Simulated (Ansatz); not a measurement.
## C monolayer: relaxing the cell for a phonon run

Aim: bring C monolayer to small forces and stress, as phonons need.

Method: DFT PBEsol, scalar-relativistic, plane waves, PAW, in Ansatz 0.2.0.

## Step 1: Starting point

The cell holds 2 atoms: 2 C. Its edges and angles: a = 2.460 Å, b = 2.460 Å, c = 20.000 Å, α = 90.0°, β = 90.0°, γ = 120.0°. Vacuum lies along c.

## Step 2: Probe on a coarse mesh

A quick single point on a coarse mesh tells whether the cell has a gap and how far it is from rest, which sets the k mesh and smearing that follow.

The program solves this slab on a cell height of its own, 23.8 Å, in place of the one typed.

Input file input.yaml:

```yaml
crystal:
  lattice:
    - [2.46, 0.0, 0.0]
    - [-1.23, 2.13042, 0.0]
    - [0.0, 0.0, 20.0]
  atoms:
    - { symbol: C, position: [0.333333, 0.666667, 0.5] }
    - { symbol: C, position: [0.666667, 0.333333, 0.5] }
  periodic: [true, true, false]
kpoints:
  mp_grid: { grid: [9, 9, 1] }
hamiltonian:
  xc: pbesol
scf:
  occupations: { method: gaussian, width: 0.1 }
output:
  forces: true
  stress: true
  eigenvalues: true
```

On the command line:

```
> ansatz run input.yaml --threads 8 --pin off --max-ram 14336MiB --backend cpu --events-out ev --progress --plain --runs-dir out
```

Numbers of over 12 decimals in the logs are rounded to 6 here.

The program printed:

```text
[...]
k-point 1: bands = ["-23.5602", "-11.6596", "-8.4353", "-7.8976", "-0.5316 (-0.5319°)", "0.2481 (0.2291°)", "0.8928", "1.1679"]
  k-point 2: bands = ["-22.6881", "-10.9941", "-10.6244", "-9.0680", "0.6581 (0.6579°)", "1.4532 (1.4368°)", "2.1124", "2.3778"]
  k-point 11: bands = ["-16.8710", "-16.8710", "-14.9739", "-4.3113", "-4.3113", "6.2038", "8.6680", "8.6680"]
  ° read free of the cell's end (the report's vacuum.weakly_bound_levels)
[key lines of the parts left out:]
SCF converged after 6 iterations
Free energy (F): -493.359932 eV
Fermi energy:    -4.311270 eV
P = ½ c Tr σ = -0.1436 N/m
```

Run time: 0.96 s. Hardware: 8 threads of Arm Neoverse V1, shared host; peak memory 0.34 GiB.

This step gave:

* gap on the k-mesh: 6.57e-14 eV
* direct gap on mesh: 6.57e-14 eV
* area per atom: 2.62 Å²

The coarse mesh shows no gap.

## Step 3: Bringing the structure to rest

Harmonic phonons are second derivatives at a point where the forces vanish, and they are wanted at zero stress, so atoms and cell are relaxed first.

The program solves this slab on a cell height of its own, 23.8 Å, in place of the one typed.

input.yaml: that of step 2 with these lines changed.

```diff
@@ -10,3 +10,3 @@
 kpoints:
-  mp_grid: { grid: [9, 9, 1] }
+  mp_grid: { grid: [21, 21, 1] }
 hamiltonian:
@@ -19 +19,6 @@
   eigenvalues: true
+relax:
+  adjacent_minimum: "off"
+  f_tol: 0.005
+  max_steps: 80
+  cell: { stress_2d_tol: 0.02 }
```

The program printed:

```text
[...]
Crystal: 2 atoms, lattice volume = 124.732 Å³
Basis set: ecut = 420 eV, 2353 PW (Γ), exchange–correlation on 36×36×320 points (8 copies of the dense FFT grid, shifted against one another)
Bands: 8, of which v1, the nominal top of the filled ones, is band 4 counted from 1 (3 counted from 0)
Symmetry: 24 space group operations
[...]
k-points: 48 of 441
[...]
SCF iter   1: F=—  HF=-493.372200 eV  |F-HF|=—  |Δ(HF+E_count)|=         —  Δρ=1.63e-3  dr2=1.70e-3  ethr=1.77e-3  ⟨swp⟩=7.9  Hψ=3676  notcnv=0
[...]
SCF iter   7: F=-493.373678 eV  HF=-493.373678 eV  |F-HF|=3.81e-12  |Δ(HF+E_count)|=  2.11e-11  Δρ=1.71e-9  dr2=5.19e-15  ethr=1.00e-12  ⟨swp⟩=1.3  Hψ=1113  notcnv=0
SCF 1 converged in 7 iterations: F = -493.373678 eV  dr2 = 5.19e-15
[...]
relax step   1: F+E_penalty+E_count = -493.37367809 eV  Δ(F+E_penalty+E_count) = +0.000e0 eV  max|allowed force component| = 7.772e-16 eV/Å  Δτ_max = 0.0000 Å  P = -0.202 N/m  Ω = 124.732 Å³  fix = [c, alpha, beta]  reactions: c -0.000 N/m  (7 SCF iters, dr2 threshold 1.00e-7 eV, accepted)
Crystal: 2 atoms, lattice volume = 124.658 Å³
[...]
iter 1 solved again at ethr=9.52e-8 eV; its pass at ethr=3.10e-3 eV (dr2=7.61e-6 eV) is discarded
[...]
SCF iter   3: F=-493.373739 eV  HF=-493.373739 eV  |F-HF|=1.46e-8  |Δ(HF+E_count)|=   3.34e-7  Δρ=1.15e-6  dr2=1.12e-9  ethr=1.28e-9  ⟨swp⟩=8.1  Hψ=3041  notcnv=0
SCF 2 converged in 3 iterations: F = -493.373739 eV  dr2 = 1.12e-9
relax step   2: F+E_penalty+E_count = -493.37373912 eV  Δ(F+E_penalty+E_count) = -6.102e-5 eV  max|allowed force component| = 2.591e-16 eV/Å  Δτ_max = 0.0000 Å  P = -0.075 N/m  Ω = 124.658 Å³  energy of the carried Pulay correction = +3.402e-5 eV  fix = [c, alpha, beta]  reactions: c -0.000 N/m  (3 SCF iters, dr2 threshold 1.02e-7 eV, accepted)
Crystal: 2 atoms, lattice volume = 124.614 Å³
[...]
SCF iter   3: F=-493.373764 eV  HF=-493.373764 eV  |F-HF|=7.14e-9  |Δ(HF+E_count)|=   7.90e-8  Δρ=6.95e-7  dr2=3.96e-10  ethr=1.76e-10  ⟨swp⟩=7.9  Hψ=3023  notcnv=0
SCF 3 converged in 3 iterations: F = -493.373764 eV  dr2 = 3.96e-10
relax step   3: F+E_penalty+E_count = -493.37376357 eV  Δ(F+E_penalty+E_count) = -2.445e-5 eV  max|allowed force component| = 1.850e-16 eV/Å  Δτ_max = 0.0000 Å  P = +0.000 N/m  Ω = 124.614 Å³  energy of the carried Pulay correction = +5.417e-5 eV  fix = [c, alpha, beta]  reactions: c +0.000 N/m  (3 SCF iters, dr2 threshold 1.41e-8 eV, accepted)
[...]
SCF iter   1: F=—  HF=-493.373697 eV  |F-HF|=—  |Δ(HF+E_count)|=         —  Δρ=2.56e-6  dr2=1.23e-9  ethr=3.03e-7  ⟨swp⟩=5.0  Hψ=5205  notcnv=0
eigensolver tolerance schedule: the retry pair's looser diagonalisation over-reported the residual by 19742.12 of it (diagonalisation noise at an unbounded share of the residual, at the tolerance the schedule requests for it); recorded, not acted on — ethr = c·dr2/N_el stays at c = 1.0e-1
[...]
SCF iter   2: F=—  HF=-493.373701 eV  |F-HF|=—  |Δ(HF+E_count)|=   4.13e-6  Δρ=2.81e-7  dr2=3.62e-11  ethr=1.53e-11  ⟨swp⟩=4.9  Hψ=968  notcnv=0
SCF iter   3: F=-493.373701 eV  HF=-493.373701 eV  |F-HF|=2.90e-12  |Δ(HF+E_count)|=  3.47e-11  Δρ=4.54e-8  dr2=3.14e-12  ethr=1.00e-12  ⟨swp⟩=14.3  Hψ=3175  notcnv=0
SCF 4 converged in 3 iterations: F = -493.373701 eV  dr2 = 3.14e-12
relax step   4: F+E_penalty+E_count = -493.37370095 eV  Δ(F+E_penalty+E_count) = +6.262e-5 eV  max|allowed force component| = 2.961e-16 eV/Å  Δτ_max = 0.0000 Å  P = -0.002 N/m  Ω = 124.614 Å³  fix = [c, alpha, beta]  reactions: c -0.000 N/m  stress off target by 1.69e-3 N/m on what of the cell is left free  SCF on the basis re-selected at this cell (its energy is not comparable with the rows above)  (3 SCF iters)
basis re-selected at this cell: Δ(F+E_penalty+E_count) = +6.262e-5 eV, ΔP = -0.002 N/m vs the last step (what re-selecting the basis moved, of the pressure what is left beyond the Pulay correction that the steps carried, after the strain that the cell walked since its last selection, with what the two solves' SCF thresholds leave and, on support functions, any second-order correction that the steps lacked; it is no m [...]
SCF converged after 3 iterations
Free energy (F): -493.373701 eV
[...]
Internal energy: -493.373189 eV  (E = F + TS)
E sigma→0 (E₀):  -493.373445 eV
Entropy (-TS):   -0.000512 eV (-0.256 meV/atom)
Fermi energy:    -4.307588 eV
[...]
--- 2D stress c σ (N/m, compression-positive) ---
       -0.001694       0.000000       0.000000
        0.000000      -0.001694       0.000000
        0.000000       0.000000       0.000000
  P = ½ c Tr σ = -0.0017 N/m
--- Band table (eV; the first three rows and the last of 48) ---
[...]
° read free of the cell's end (the report's vacuum.weakly_bound_levels)
--- Relaxed structure (3 steps of the walk, 3 accepted, 1 SCFs on fresh bases) ---
  F+E_penalty+E_count = -493.37370095 eV   max|allowed force component| = 2.961e-16 eV/Å   (the final SCF, on the basis selected at the relaxed cell)
  cell:  # Å, volume = 124.6135 Å³
    - [2.458832, 0.0, 0.0]
    - [-1.229416, 2.129411, 0.0]
    - [0.0, 0.0, 23.8]
  atoms:
    - { symbol: C, position: [0.333333, 0.666667, 0.420168] }
    - { symbol: C, position: [0.666667, 0.333333, 0.420168] }
```

Wall time 2.8 s (8 threads); peak memory 0.45 GiB; 17 s of CPU time.

Relaxation path:

| step | energy less that of the first step (eV) | largest force component (eV/Å) | volume (Å³) |
| --- | --- | --- | --- |
| 1 | 0.0000 | 0.0000 | 124.73 |
| 2 | -0.0001 | 0.0000 | 124.66 |
| 3 | -0.0001 | 0.0000 | 124.61 |
| 4* | 0.0000 | 0.0000 | 124.61 |

Relaxation steps marked * repeat the geometry before them on a plane-wave basis chosen anew for their cell, so energy and pressure can jump there.

Forces are held to the 24 operations that the run works with; a distortion that breaks them can't arise in this run.

| cell as run | before | after | change |
| --- | --- | --- | --- |
| a (Å) | 2.460 | 2.459 | -0.0 % |
| b (Å) | 2.460 | 2.459 | -0.0 % |

The relaxed structure:

```cif
data_structure
_symmetry_space_group_name_H-M 'P 1'
_symmetry_Int_Tables_number 1
_cell_length_a 2.4588
_cell_length_b 2.4588
_cell_length_c 23.8000
_cell_angle_alpha 90.000
_cell_angle_beta 90.000
_cell_angle_gamma 120.000
_cell_volume 124.61
loop_
_atom_site_label
_atom_site_type_symbol
_atom_site_fract_x
_atom_site_fract_y
_atom_site_fract_z
_atom_site_occupancy
C1 C 0.33333 0.66667 0.42017 1
C2 C 0.66667 0.33333 0.42017 1
```

Numbers from this step:

```yaml
gap_on_the_k_mesh: 0 eV
area_per_atom: 2.618 Å²
```

## Step 4: Relaxation

The relaxation is repeated from its end on the same settings, as a check that it has come to rest.

input.yaml, the sections that differ from step 3:

```yaml
crystal:
  lattice:
    - [2.4588317752, 0.0, 0.0]
    - [-1.2294158876, 2.129410781, 0.0]
    - [0.0, 0.0, 23.8]
  atoms:
    - { symbol: C, position: [0.3333333333, 0.6666666667, 0.4201680672] }
    - { symbol: C, position: [0.6666666667, 0.3333333333, 0.4201680672] }
  periodic: [true, true, false]
output:
  forces: true
  stress: true
  eigenvalues: true
  write_density: true
  write_potential: true
  elf: true
  volumetric_format: npy
# kpoints, hamiltonian, scf, relax: as in step 3
```

The program printed:

```text
[...]
Crystal: 2 atoms, lattice volume = 124.614 Å³
Basis set: ecut = 420 eV, 2353 PW (Γ), exchange–correlation on 36×36×320 points (8 copies of the dense FFT grid, shifted against one another)
Bands: 8, of which v1, the nominal top of the filled ones, is band 4 counted from 1 (3 counted from 0)
[... 1 set-up line as in the run before ...]
[...]
k-points: 48 of 441
[...]
° read free of the cell's end (the report's vacuum.weakly_bound_levels)
--- Relaxed structure (1 steps of the walk, 1 accepted, 1 SCFs on fresh bases) ---
[...]
cell:  # Å, volume = 124.6135 Å³
    - [2.458832, 0.0, 0.0]
    - [-1.229416, 2.129411, 0.0]
    - [0.0, 0.0, 23.8]
  atoms:
    - { symbol: C, position: [0.333333, 0.666667, 0.420168] }
    - { symbol: C, position: [0.666667, 0.333333, 0.420168] }
[key lines of the parts left out:]
SCF converged after 4 iterations
Free energy (F): -493.373701 eV
Fermi energy:    -4.307584 eV
P = ½ c Tr σ = -0.0017 N/m
```

It took 1.8 s on 8 threads; peak memory 0.44 GiB; 11 s of CPU time.

Little changed from the start: no atom moved by 0.005 Å and no cell edge by 0.1 %.

Electrostatic potential energy in the ab plane at fractional z = 0.420, with atoms of C within 0.2 Å of it. With pseudopotentials it is smooth inside the atoms' cores, unlike the true potential.

Values in eV, 13 rows by 13 columns:
```
 -4  -5  -8 -12 -22 -33 -38 -33 -22 -12  -8  -5  -4
 -6  -8 -13 -27 -47 -59 -59 -47 -27 -13  -8  -6  -5
 -9 -12 -27 -53 -73 -82 -73 -53 -27 -12  -9  -8  -8
-13 -22 -47 -73 -94 -94 -73 -47 -22 -13 -12 -13 -12
-19 -33 -59 -82 -94 -82 -59 -33 -19 -22 -27 -27 -22
-24 -38 -59 -73 -73 -59 -38 -24 -33 -47 -53 -47 -33
-24 -33 -47 -53 -47 -33 -24 -38 -59 -73 -73 -59 -38
-19 -22 -27 -27 -22 -19 -33 -59 -82 -94 -82 -59 -33
-13 -12 -13 -12 -13 -22 -47 -73 -94 -94 -73 -47 -22
 -9  -8  -8  -9 -12 -27 -53 -73 -82 -73 -53 -27 -12
 -6  -5  -6  -8 -13 -27 -47 -59 -59 -47 -27 -13  -8
 -4  -4  -5  -8 -12 -22 -33 -38 -33 -22 -12  -8  -5
 -4  -4  -6  -9 -13 -19 -24 -24 -19 -13  -9  -6  -4
```
Columns run along a (2.5 Å; values clipped at the 3rd and 97th percentile), rows up along b (2.5 Å). Atoms in or near the plane, at fractional coordinates: C at (0.33, 0.67), C at (0.67, 0.33).

ELF in the ab plane at fractional z = 0.420, with atoms of C within 0.2 Å of it. It is the smooth field of the valence electrons, not physical close to the nuclei.

Ten even steps from '_' (0.01) to '@' (0.93):
```
__..--**%%@@@@@@%%**--..__
..--++******##****++--....
==****==::..::==****==----
##%%**::____::**%%##**++**
@@@@**..__..**@@@@%%****%%
@@@@##::::**@@@@@@**==**@@
@@@@**==**@@@@@@**::::##@@
@@%%****%%@@@@**..__..**@@
##**++**##%%**::____::**%%
==----==****==::..::==****
......--++****##******++--
____..--**%%@@@@@@%%**--..
____..==##@@@@@@@@##==..__
```
Columns run along a (2.5 Å), rows up along b (2.5 Å). Atoms in or near the plane, at fractional coordinates: C at (0.33, 0.67), C at (0.67, 0.33).

Valence density in the ab plane at fractional z = 0.420, with atoms of C within 0.2 Å of it. It is the smooth field of the valence electrons, not physical close to the nuclei.

Values in e/Å³, 13 rows by 13 columns:
```
0.2 0.3 0.4 0.8 1.3 1.8 2.1 1.8 1.3 0.8 0.4 0.3 0.2
0.3 0.4 0.7 1.2 1.7 2.1 2.1 1.7 1.2 0.7 0.4 0.3 0.3
0.5 0.8 1.2 1.6 1.9 2.0 1.9 1.6 1.2 0.8 0.5 0.4 0.4
1.0 1.3 1.7 1.9 1.8 1.8 1.9 1.7 1.3 1.0 0.8 0.7 0.8
1.5 1.8 2.1 2.0 1.8 2.0 2.1 1.8 1.5 1.3 1.2 1.2 1.3
2.0 2.1 2.1 1.9 1.9 2.1 2.1 2.0 1.8 1.7 1.6 1.7 1.8
2.0 1.8 1.7 1.6 1.7 1.8 2.0 2.1 2.1 1.9 1.9 2.1 2.1
1.5 1.3 1.2 1.2 1.3 1.5 1.8 2.1 2.0 1.8 2.0 2.1 1.8
1.0 0.8 0.7 0.8 1.0 1.3 1.7 1.9 1.8 1.8 1.9 1.7 1.3
0.5 0.4 0.4 0.5 0.8 1.2 1.6 1.9 2.0 1.9 1.6 1.2 0.8
0.3 0.3 0.3 0.4 0.7 1.2 1.7 2.1 2.1 1.7 1.2 0.7 0.4
0.2 0.2 0.3 0.4 0.8 1.3 1.8 2.1 1.8 1.3 0.8 0.4 0.3
0.2 0.2 0.3 0.5 1.0 1.5 2.0 2.0 1.5 1.0 0.5 0.3 0.2
```
Columns run along a (2.5 Å), rows up along b (2.5 Å). Atoms in or near the plane, at fractional coordinates: C at (0.33, 0.67), C at (0.67, 0.33).

## Step 5: Relaxing to small forces for the phonons

Phonons need a cell at rest on their own settings, so the relaxation is repeated with tight tolerances on forces and stress, using the mesh and the filling of the phonon run that follows.

input.yaml: that of step 4 with these lines changed.

```diff
@@ -14,3 +14,3 @@
 scf:
-  occupations: { method: gaussian, width: 0.1 }
+  occupations: { method: methfessel_paxton, width: 0.15 }
 output:
@@ -25,4 +25,4 @@
   adjacent_minimum: "off"
-  f_tol: 0.005
-  max_steps: 80
-  cell: { stress_2d_tol: 0.02 }
+  f_tol: 0.001
+  max_steps: 60
+  cell: { stress_2d_tol: 0.002 }
```

The program printed:

```text
[...]
Crystal: 2 atoms, lattice volume = 124.614 Å³
Basis set: ecut = 420 eV, 2353 PW (Γ), exchange–correlation on 36×36×320 points (8 copies of the dense FFT grid, shifted against one another)
Bands: 8, of which v1, the nominal top of the filled ones, is band 4 counted from 1 (3 counted from 0)
[... 1 set-up line as in the run before ...]
[...]
k-points: 48 of 441
[...]
° read free of the cell's end (the report's vacuum.weakly_bound_levels)
--- Relaxed structure (1 steps of the walk, 1 accepted, 1 SCFs on fresh bases) ---
[...]
cell:  # Å, volume = 124.6135 Å³
    - [2.458832, 0.0, 0.0]
    - [-1.229416, 2.129411, 0.0]
    - [0.0, 0.0, 23.8]
  atoms:
    - { symbol: C, position: [0.333333, 0.666667, 0.420168] }
    - { symbol: C, position: [0.666667, 0.333333, 0.420168] }
[key lines of the parts left out:]
SCF converged after 5 iterations
Free energy (F): -493.373573 eV
Fermi energy:    -4.307584 eV
P = ½ c Tr σ = -0.0017 N/m
```

Run time: 1.9 s. Hardware: 8 threads; peak memory 0.45 GiB; 11 s of CPU time.

Little changed from the start: no atom moved by 0.005 Å and no cell edge by 0.1 %.

Electrostatic potential energy in the ab plane at fractional z = 0.420, with atoms of C within 0.2 Å of it. With pseudopotentials it is smooth inside the atoms' cores, unlike the true potential.

Values in eV, 13 rows by 13 columns:
```
 -4  -5  -8 -12 -22 -33 -38 -33 -22 -12  -8  -5  -4
 -6  -8 -13 -27 -47 -59 -59 -47 -27 -13  -8  -6  -5
 -9 -12 -27 -53 -73 -82 -73 -53 -27 -12  -9  -8  -8
-13 -22 -47 -73 -94 -94 -73 -47 -22 -13 -12 -13 -12
-19 -33 -59 -82 -94 -82 -59 -33 -19 -22 -27 -27 -22
-24 -38 -59 -73 -73 -59 -38 -24 -33 -47 -53 -47 -33
-24 -33 -47 -53 -47 -33 -24 -38 -59 -73 -73 -59 -38
-19 -22 -27 -27 -22 -19 -33 -59 -82 -94 -82 -59 -33
-13 -12 -13 -12 -13 -22 -47 -73 -94 -94 -73 -47 -22
 -9  -8  -8  -9 -12 -27 -53 -73 -82 -73 -53 -27 -12
 -6  -5  -6  -8 -13 -27 -47 -59 -59 -47 -27 -13  -8
 -4  -4  -5  -8 -12 -22 -33 -38 -33 -22 -12  -8  -5
 -4  -4  -6  -9 -13 -19 -24 -24 -19 -13  -9  -6  -4
```
Columns run along a (2.5 Å; values clipped at the 3rd and 97th percentile), rows up along b (2.5 Å). Atoms in or near the plane, at fractional coordinates: C at (0.33, 0.67), C at (0.67, 0.33).

Valence density in the ab plane at fractional z = 0.420, with atoms of C within 0.2 Å of it. It is the smooth field of the valence electrons, not physical close to the nuclei.

Ten even steps from '_' (0.2 e/Å³) to '@' (2.1 e/Å³):
```
____..--++%%@@%%++--..____
__..::++##@@@@##++::..____
::--++##@@@@@@##++--::....
==++##@@%%%%@@##++==--::--
##%%@@@@%%@@@@%%##++++++++
@@@@@@@@@@@@@@@@%%######%%
@@%%######%%@@@@@@@@@@@@@@
##++++++++##%%@@@@%%@@@@%%
==--::--==++##@@%%%%@@##++
::....::--++##@@@@@@##++--
______..::++##@@@@##++::..
______..--++%%@@%%++--..__
______::==##@@@@##==::____
```
Columns run along a (2.5 Å), rows up along b (2.5 Å). Atoms in or near the plane, at fractional coordinates: C at (0.33, 0.67), C at (0.67, 0.33).

ELF in the ab plane at fractional z = 0.420, with atoms of C within 0.2 Å of it. It is the smooth field of the valence electrons, not physical close to the nuclei.

Values, 13 rows by 13 columns:
```
0.06 0.13 0.32 0.58 0.77 0.88 0.91 0.88 0.78 0.58 0.32 0.13 0.06
0.18 0.32 0.49 0.60 0.65 0.66 0.66 0.64 0.60 0.49 0.32 0.18 0.13
0.45 0.58 0.60 0.46 0.25 0.17 0.25 0.46 0.60 0.58 0.45 0.32 0.32
0.74 0.77 0.65 0.25 0.03 0.01 0.25 0.65 0.77 0.74 0.58 0.49 0.58
0.88 0.88 0.66 0.17 0.01 0.18 0.65 0.88 0.88 0.77 0.60 0.60 0.78
0.93 0.91 0.66 0.25 0.25 0.65 0.92 0.93 0.88 0.65 0.46 0.64 0.88
0.93 0.88 0.64 0.46 0.65 0.88 0.93 0.92 0.65 0.25 0.25 0.66 0.91
0.88 0.78 0.60 0.60 0.77 0.88 0.88 0.65 0.18 0.01 0.17 0.66 0.88
0.74 0.58 0.49 0.58 0.74 0.77 0.65 0.25 0.01 0.03 0.25 0.65 0.77
0.45 0.32 0.32 0.45 0.58 0.60 0.46 0.25 0.17 0.25 0.46 0.60 0.58
0.18 0.13 0.18 0.32 0.49 0.60 0.64 0.66 0.66 0.65 0.60 0.49 0.32
0.06 0.06 0.13 0.32 0.58 0.78 0.88 0.91 0.88 0.77 0.58 0.32 0.13
0.03 0.06 0.18 0.45 0.74 0.88 0.93 0.93 0.88 0.74 0.45 0.18 0.06
```
Columns run along a (2.5 Å), rows up along b (2.5 Å). Atoms in or near the plane, at fractional coordinates: C at (0.33, 0.67), C at (0.67, 0.33).

The forces vanish by symmetry, within the tolerances set.

## Step 6: Results

```yaml
space_group_after_relaxation_within_0p01_a: P6/mmm
lattice_constant_a: 2.459 Å
lattice_constant_b: 2.459 Å
area_per_atom: 2.62 Å²
```

**Reading.** The forces vanish by symmetry, within the tolerances set. The relaxation keeps the symmetry of its start, so it says nothing on stability against lower symmetry. The starting cell was built on a prototype and not taken from a measurement.

[Logs are printed without paths, hosts, clocks, repeated set-up lines and the standing remarks that a program may print on its own settings, such as how far it seeks lower states.]

[Hosts, paths, dates, database ids (printed as entryN), source tags and the programs' standing remarks are cut or masked in the printed files.]
